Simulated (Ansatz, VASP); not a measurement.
This is a calculation of Te2Mo for VASP 6.6.1. 

Contents of INCAR:

```
PREC = Accurate
ENCUT = 600
EDIFF = 1E-6
ISMEAR = -1
SIGMA = 0.05
LREAL = False
LASPH = True
NELM = 100
ALGO = Normal
ISIF = 3
LWAVE = False
LCHARG = False
GGA = PE
IVDW = 13
IBRION = 2
NSW = 40
EDIFFG = -0.01
```

The input KPOINTS:

```
Automatic mesh
0
Gamma
  9 9 2
```

The input POSCAR:

```
Te2Mo
1.0
    3.5182000000      0.0000000000      0.0000000000
   -1.7591000000      3.0468505756      0.0000000000
    0.0000000000      0.0000000000     13.9736000000
Te Mo
4 2
Direct
    0.6666666667      0.3333333333      0.3790000000
    0.3333333333      0.6666666667      0.8790000000
    0.6666666667      0.3333333333      0.1210000000
    0.3333333333      0.6666666667      0.6210000000
    0.6666666667      0.3333333333      0.7500000000
    0.3333333333      0.6666666667      0.2500000000
```

Potentials or basis: VASP PAW PBE potentials, release 64 (Te, Mo_sv).

The run is started by

```bash
$ cat potpaw_PBE.64/Te/POTCAR potpaw_PBE.64/Mo_sv/POTCAR > POTCAR
$ mpirun -np 1 vasp_std > vasp.out
```

**Question.** What does the same run look like in Ansatz 0.2.0? Potentials or basis there: Ansatz PAW, cutoff 420 eV.

**Answer.** As run (cutoffs and basis follow the program's own potentials, and thresholds, step limits or extra output files can differ):

Contents of input.yaml:

```yaml
crystal:
  lattice:
    - [3.5182, 0.0, 0.0]
    - [-1.7591, 3.0468505756, 0.0]
    - [0.0, 0.0, 13.9736]
  atoms:
    - { symbol: Te, position: [0.6666666667, 0.3333333333, 0.379] }
    - { symbol: Te, position: [0.3333333333, 0.6666666667, 0.879] }
    - { symbol: Te, position: [0.6666666667, 0.3333333333, 0.121] }
    - { symbol: Te, position: [0.3333333333, 0.6666666667, 0.621] }
    - { symbol: Mo, position: [0.6666666667, 0.3333333333, 0.75] }
    - { symbol: Mo, position: [0.3333333333, 0.6666666667, 0.25] }
hamiltonian:
  xc: pbe
  pseudopotentials: { kind: paw }
  dispersion: d4
kpoints:
  mp_grid: { grid: [9, 9, 2] }
scf:
  occupations: { method: fermi_dirac, width: 0.05 }
output:
  forces: true
  stress: true
relax:
  f_tol: 0.01
  max_steps: 40
  cell: { stress_tol: 0.05 }
```

Potentials or basis: Ansatz PAW.

Command:

```console
$ ansatz run input.yaml --threads 2 --pin off --max-ram 5632MiB --backend cpu --events-out ev --progress --plain --runs-dir out
```

Both were run:

|  | VASP | Ansatz |
| --- | --- | --- |
| Relaxed volume | 24.30 Å³/atom | 24.30 Å³/atom |
| Relaxed cell | a = 3.500 Å, b = 3.500 Å, c = 13.739 Å, α = 90.00°, β = 90.00°, γ = 120.00° | a = 3.501 Å, b = 3.501 Å, c = 13.736 Å, α = 90.00°, β = 90.00°, γ = 120.00° |
| Space group after relaxing | P6_3/mmc (No. 194) | P6_3/mmc (No. 194) |
| Pressure after relaxing | 0.0 GPa | 0.0 GPa |

Ansatz's pressure holds a Pulay term of +0.03 GPa for its cutoff of 420 eV, which the other run lacks.

The potentials hold 52 and 92 valence electrons a cell.

Where Ansatz's input types no cutoff or centring, it takes its own default and a Γ-centred mesh.

Pressure is positive in compression.
